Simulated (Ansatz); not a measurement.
# Cs11Cl12: the cost of one run

Computed with Ansatz 0.2.0 (DFT PBE, scalar-relativistic, plane waves, PAW, unless a step's input says otherwise).

3 further runs of the same task are left out: 1 that didn't finish, 2 set aside as unsound or not needed.

## 1. The structure to begin with

Symmetry: C2/m, No. 12, monoclinic system. The conventional cell has a = 10.302 Å, b = 17.843 Å, c = 10.302 Å, α = 90.00°, β = 109.47°, γ = 90.00°. Cs (site symmetry m) is surrounded by 8 Cl at 3.64 Å. Around Cs (site symmetry 2) lie 8 Cl at 3.64 Å. Cs (site symmetry 2/m) is surrounded by 8 Cl at 3.64 Å. Cs (site symmetry 1) has 8 Cl at 3.64 Å as nearest neighbours. Cl (site symmetry m) is surrounded by 7 Cs at 3.64 Å. Around Cl (site symmetry 1) lie 7 Cs at 3.64 Å. Only part of the 9 independent sites is listed.

Coordinates:

```cif
data_structure
_symmetry_space_group_name_H-M 'C2/m'
_symmetry_Int_Tables_number 12
_cell_length_a 10.3017
_cell_length_b 17.8431
_cell_length_c 10.3017
_cell_angle_alpha 90.000
_cell_angle_beta 109.471
_cell_angle_gamma 90.000
_cell_volume 1785.30
loop_
_atom_site_label
_atom_site_type_symbol
_atom_site_symmetry_multiplicity
_atom_site_Wyckoff_symbol
_atom_site_fract_x
_atom_site_fract_y
_atom_site_fract_z
_atom_site_occupancy
Cs1 Cs 4 i 0.75000 0.50000 0.25000 1
Cs2 Cs 4 g 0.00000 0.83333 0.00000 1
Cs3 Cs 2 c 0.00000 0.00000 0.50000 1
Cs4 Cs 8 j 0.75000 0.83333 0.25000 1
Cs5 Cs 4 h 0.00000 0.33333 0.50000 1
Cl1 Cl 4 i 0.87500 0.00000 0.12500 1
Cl2 Cl 4 i 0.12500 0.50000 0.37500 1
Cl3 Cl 8 j 0.87500 0.33333 0.12500 1
Cl4 Cl 8 j 0.12500 0.83333 0.37500 1
```

It is built from the cell relaxed beforehand with the same method (37.19 Å³/atom).

## 2. The vacancy and the jump

The supercell lacks one Cs atom, at fractional position (0.333, 0.333, 0.000), and holds 23 atoms. Atom 4 (Cs), 4.21 Å away, is to jump into the empty site. The cell is fixed.

## 3. Relaxing around the vacancy

File input.yaml:

```yaml
crystal:
  lattice:
    - [-4.2056484403, 8.4112968807, 4.2056484403]
    - [4.2056484403, 4.2056484403, 8.4112968807]
    - [4.2056484403, 8.4112968807, -4.2056484403]
  atoms:
    - { symbol: Cs, position: [0.5833333333, 0.3333333333, 0.25] }
    - { symbol: Cs, position: [0.6666666667, 0.6666666667, 0.0] }
    - { symbol: Cs, position: [0.8333333333, 0.3333333333, 0.5] }
    - { symbol: Cs, position: [0.9166666667, 0.6666666667, 0.25] }
    - { symbol: Cs, position: [0.0, 0.0, 0.0] }
    - { symbol: Cs, position: [0.0833333333, 0.3333333333, 0.75] }
    - { symbol: Cs, position: [0.1666666667, 0.6666666667, 0.5] }
    - { symbol: Cs, position: [0.25, 0.0, 0.25] }
    - { symbol: Cs, position: [0.4166666667, 0.6666666667, 0.75] }
    - { symbol: Cs, position: [0.5, 0.0, 0.5] }
    - { symbol: Cs, position: [0.75, 0.0, 0.75] }
    - { symbol: Cl, position: [0.9583333333, 0.3333333333, 0.125] }
    - { symbol: Cl, position: [0.2083333333, 0.3333333333, 0.375] }
    - { symbol: Cl, position: [0.2916666667, 0.6666666667, 0.125] }
    - { symbol: Cl, position: [0.4583333333, 0.3333333333, 0.625] }
    - { symbol: Cl, position: [0.5416666667, 0.6666666667, 0.375] }
    - { symbol: Cl, position: [0.625, 1.0, 0.125] }
    - { symbol: Cl, position: [0.7083333333, 0.3333333333, 0.875] }
    - { symbol: Cl, position: [0.7916666667, 0.6666666667, 0.625] }
    - { symbol: Cl, position: [0.875, 1.0, 0.375] }
    - { symbol: Cl, position: [0.0416666667, 0.6666666667, 0.875] }
    - { symbol: Cl, position: [0.125, 0.0, 0.625] }
    - { symbol: Cl, position: [0.375, 0.0, 0.875] }
basis:
  ecutwfc: 420
kpoints:
  mp_grid: { grid: [2, 2, 2] }
hamiltonian:
  xc: pbe
scf:
  occupations: { method: gaussian, width: 0.05 }
output:
  forces: true
  stress: true
  eigenvalues: true
  write_density: true
  write_potential: true
  elf: true
  volumetric_format: npy
relax:
  adjacent_minimum: "off"
  f_tol: 0.02
  max_steps: 50
```

Command:

```bash
$ ansatz run input.yaml --threads 4 --pin off --max-ram 9216MiB --backend cpu --events-out ev --progress --plain --runs-dir out
```

Q: Estimate wall time and peak memory on 4 threads of AMD EPYC 9R45 (Zen 5), shared host.

About 23 s, with a peak of 2.7 GiB.
